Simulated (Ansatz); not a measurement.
This script drives the Ansatz DFT code, driven from Python.

The script, `zns.py`:
```python
"""How the states of ZnS follow the Hubbard U."""

import warnings

import ansatz
import numpy as np


def count_gap(report):
    # lowest empty less highest filled band, counting bands; zero where they overlap
    return max(report.get("gap_by_band_count_ev") or 0.0, 0.0)

warnings.simplefilter("ignore", ansatz.DeckWarning)

system = (
    ansatz.Lattice.from_parameters(3.806142, 3.806142, 28.055844, alpha=90, beta=90, gamma=120)
    .space_group(160)
    .atom("Zn", (2 / 3, 1 / 3, 0.333304))
    .atom("Zn", (0.0, 0.0, 0.222269))
    .atom("Zn", (1 / 3, 2 / 3, 0.11128))
    .atom("S", (0.0, 0.0, 0.083267))
    .atom("S", (1 / 3, 2 / 3, 0.194509))
    .atom("S", (0.0, 0.0, 0.305363))
    .primitive()
)

calc = (
    system.calculation()
    .kpoints(6, center="gamma")
    .occupations("fixed")
    .functional(ansatz.Functional.LDA)
    .basis(450)
    .band_table()
)
rows = []
for u in [2.0, 4.0, 6.0, 8.0]:
    r = calc.hubbard("Zn", "d", u_eff=u).run(threads=1).report
    shell = r["hubbard"]["n_scf"]
    rows.append((u, count_gap(r), sum(shell) / len(shell), r["n_iterations"]))
print("      U_eff eV  gap by band count eV  Zn d occupation (projector)      iterations")
for row in rows:
    print(f"{str(row[0]):>14s}  {row[1]:20.3f}  {row[2]:27.4f}  {row[3]:14d}")
print("eigenvalues of the first occupation matrix at the last U, by spin:")
for channel in r["hubbard"]["n_eig"][0]:
    print("  ", " ".join(f"{n:.3f}" for n in channel))
```

It is started by `python zns.py`. How long does it take on 1 thread of Intel(R) Xeon(R) Processor @ 2.30GHz, with other jobs on the host, and how much memory does it need?

It took about 52 s, with a peak of 0.59 GiB, for 4 runs of the engine.

Output of `python zns.py`:
```text
      U_eff eV  gap by band count eV  Zn d occupation (projector)      iterations
           2.0                 2.017                       9.9773               9
           4.0                 2.079                       9.9797               9
           6.0                 2.129                       9.9817               9
           8.0                 2.170                       9.9834               9
eigenvalues of the first occupation matrix at the last U, by spin:
   0.998 0.998 0.998 0.999 0.999
```

From U = 2 to 8 eV the gap on the mesh goes from 2.02 eV to 2.17 eV.

Semilocal gaps usually lie well under measured ones. Under fixed occupations the level called the Fermi level is the highest filled one on the SCF mesh; off the mesh a filled band can lie a little above it. This cell is a computed structure, which may not be the phase found in nature. Levels are Kohn-Sham eigenvalues on this mesh. Shell occupations and the effect of U depend on the projectors; a run with no .spin step is spin-unpolarised, and each U may end in a state that isn't the lowest.

(A comment or docstring line of the script was reworded after the run, the code is as it ran.)
